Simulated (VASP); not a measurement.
Write the native input for VASP 6.6.1 that does the following.

* Task: single point
* Functional: PBE
* Potentials or basis: VASP PAW PBE potentials, release 64 (Mg, O)
* Cutoff: 520 eV
* k mesh: 2 × 2 × 2
* Occupations: fermi-dirac, width 0.05 eV
* Spin: no spin polarisation
* Dipole correction: no
* Further INCAR settings: LREAL = Auto; ALGO = Normal; EDIFF = 1e-07; NBANDS = 46

The structure of MgO lies in POSCAR:

```
MgO
1.0
    0.0000000000      4.2407880000      4.2407880000
    4.2407880000      0.0000000000      4.2407880000
    4.2407880000      4.2407880000      0.0000000000
Mg O
8 8
Direct
   -0.0490828591      0.0140657821     -0.0012615580
   -0.0417257359     -0.0033366440      0.5033616394
   -0.0610263942      0.4935403515      0.0080881195
   -0.0403934363      0.5145034366      0.4863954529
    0.4562477540     -0.0189469504      0.0052466664
    0.4305803544      0.0253726430      0.5046467779
    0.4661987348      0.5045170850      0.0059540821
    0.4456954698      0.5104475866      0.4893430183
    0.2015545224      0.2453435541      0.2619678230
    0.1970270620      0.2312188207      0.7370917858
    0.2172473606      0.7641504362      0.2426907452
    0.2100081400      0.7209273371      0.7874951542
    0.6870067544      0.2593032238      0.2558840480
    0.6916403272      0.2439169324      0.7544588411
    0.6899189490      0.7394616284      0.2489395839
    0.7090899144      0.7367734487      0.7557793504
```

One way to write it, as run:

INCAR

```
SYSTEM = MgO
  ALGO = Normal
  EDIFF = 1E-7
  ENCUT = 520
  GGA = PE
  ISIF = 2
  ISMEAR = -1
  LASPH = .TRUE.
  LCHARG = .FALSE.
  LREAL = Auto
  LWAVE = .FALSE.
  NBANDS = 46
  NELM = 100
  PREC = Accurate
  SIGMA = 0.05
```

KPOINTS

```
k-points
0
G
  2 2 2
  0 0 0
```

Potentials or basis: VASP PAW PBE potentials, release 64 (Mg, O).

Command:

```bash
$ cat potpaw_PBE.64/Mg/POTCAR potpaw_PBE.64/O/POTCAR > POTCAR
$ mpirun -np 1 vasp_std > vasp.out
```

It gave:

- Pressure: 4.0 GPa
- Largest force: 2.700 eV/Å
- Band gap on the k mesh: 4.14 eV, direct

Caveat: the k mesh is coarse (spacing up to 0.64 Å⁻¹), so the values aren't converged; forces of over 1 eV/Å show positions far from the minimum, so gaps and moduli don't describe the material at rest.

It took 2.6 min on 1 thread of Intel(R) Xeon(R) Platinum 8488C (Sapphire Rapids), with other jobs on the host, peak memory 0.32 GiB.
